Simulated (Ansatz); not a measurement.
Runs of Ansatz 0.2.0 on Cs2AgBiBr6. The structure is cubic, space group Fm-3m (No. 225). Conventional cell: a = 11.232 Å, b = 11.232 Å, c = 11.232 Å, α = 90.00°, β = 90.00°, γ = 90.00°. Around Bi (site symmetry m-3m) lie 6 Br at 2.81 Å. Around Cs (site symmetry -43m) lie 12 Br at 3.97 Å. Around Ag (site symmetry m-3m) lie 6 Br at 2.80 Å. Br (site symmetry 4mm) is surrounded by 1 Ag at 2.80 Å and 1 Bi at 2.81 Å. 

```csv
task,level,cell,cutoff (eV),points for each segment of the path,gap on the mesh (eV),pressure (GPa),relaxed volume (Å³/atom),largest force (eV/Å)
band structure,PBEsol,as given,420,10,1.17,0.0,-,0.30
band structure,BLYP,as given,420,10,1.29,3.7,-,0.34
relaxation of cell and atoms,PBEsol+D3(BJ)-ATM,relaxed,420,-,1.03,0.0,33.74,-
relaxation of cell and atoms,PBEsol+D3(BJ),relaxed,420,-,1.02,0.0,(a),-
band structure,PBE,as given,420,10,(d),1.9,-,(b)
band structure,LDA,as given,420,10,1.10,-1.5,-,0.33
relaxation of cell and atoms,PBEsol+D4,relaxed,420,-,1.05,0.0,34.21,-
band structure,revPBE,as given,420,10,1.32,3.1,-,0.26
relaxation of cell and atoms,PBEsol,relaxed,420,-,1.09,0.0,35.00,-
band structure,RPBE,as given,420,10,1.34,3.5,-,0.25
band structure,r2SCAN,as given,500,10,(c),1.0,-,0.24
```

Alike in all rows: potentials or basis Ansatz PAW; no spin polarisation; k mesh 4 × 4 × 4; smearing fermi-dirac 0.05 eV.

Task: Estimate the missing entries.

Result: (a) 33.60; (b) 0.29; (c) 1.67; (d) 1.26.

Caveats: spin-orbit coupling is left out, which as a rule narrows the gap of such compounds by several tenths of an eV; the PAW data sets come from PBE, with cores solved anew for the run's functional, which leaves a small shift of forces and pressure (some runs); the plane-wave basis is chosen anew once the cell has moved, so the energies of steps on either side of that aren't comparable (some runs).

A k mesh can miss the band edges, and the runs leave out spin-orbit coupling on Ag, Bi, Br, Cs.
